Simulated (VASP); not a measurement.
The system is Hf2Si.

```xyz
6
Lattice="-3.2544 3.2544 2.5704 3.2544 -3.2544 2.5704 3.2544 3.2544 -2.5704" Properties=species:S:1:pos:R:3 pbc="T T T"
Hf    1.0196    2.2348    0.0000
Hf   -1.0196    2.2348    2.5704
Hf    2.2348    1.0196    2.5704
Hf    4.2740    1.0196    0.0000
Si    0.0000    0.0000    1.2852
Si    0.0000    0.0000    3.8556
```

The cell comes from a database or a generator and needn't be the stable form of this composition.

Program: VASP 6.6.1. Alike in all runs: task single point; potentials or basis VASP PAW PBE potentials, release 64 (Hf_pv, Si); no spin polarisation; cell as given; k mesh 10 × 10 × 10. Hardware: 1 thread of Intel(R) Xeon(R) Platinum 8375C CPU @ 2.90GHz (Ice Lake), on a shared host.

Question: Order these runs on this cell by their wall time, lowest first.
A. level PBEsol; cutoff (eV) 520; smearing gaussian 0.5 eV
B. level r2SCAN; cutoff (eV) 520; smearing gaussian 0.1 eV
C. level PBEsol; cutoff (eV) 900; smearing gaussian 0.1 eV

Answer: A (1100 s), C (3100 s), B (6500 s).
